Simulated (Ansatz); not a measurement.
Na: how the axes shrink under pressure

Na, P6_3/mmc, a = 3.753 Å, c = 12.143 Å. This isn't the element's structure at ambient conditions. Ansatz: PBE, PAW, 420 eV, Γ-centred 12×12×4 mesh on 4 atoms, Gaussian smearing 0.10 eV; no spin polarisation. Cell and atoms are relaxed at each pressure, and no other structure is tried, so the rows at high pressure may lie past a change of phase. y = 100 ln(c/c0) with c0 = 12.1426 Å, so nearly a change in per cent. The pressures are the targets, met within 0.07 GPa.

| P (GPa) | y | 100 ln(a/a0) |
| --- | --- | --- |
| 0.0 | 0.00 | 0.00 |
| 3.0 | ? | ? |
| 8.0 | -14.60 | -15.15 |
| 15.0 | -19.51 | -20.98 |
| 30.0 | -26.70 | -27.90 |
| 60.0 | -34.46 | -35.59 |

**Question.** Fit y = c1 P + c2 P² to the other rows, give the linear compressibility along c, and predict the missing y.

**Answer.** Least squares on the rows shown. y = −1.4168 P + 0.014205 P². The linear compressibility along c is −c1/100 = 14.17 per TPa, against 15.00 along a from the same fit to the last column (its missing entry is -8.26): the crystal is about as stiff along both at low pressure. The runs next to zero pressure give 26.59 and 27.84, so a parabola over the whole range misstates the start. With a term in P³ added, the coefficient of P becomes -2.087, 47 % more, which shows how far this figure hangs on the form. At P = 3.0 the fit asked for gives -4.12. The run gave -7.88, so the fit is 3.76 too high, within twice the rms miss on the fitted rows (2.69): the form describes this series only roughly. The parabola turns at P = 49.9, between the two outer rows, which can neither show nor exclude a turn there.

The mesh isn't the same in all rows (12×12×4, 18×18×4, 18×18×6).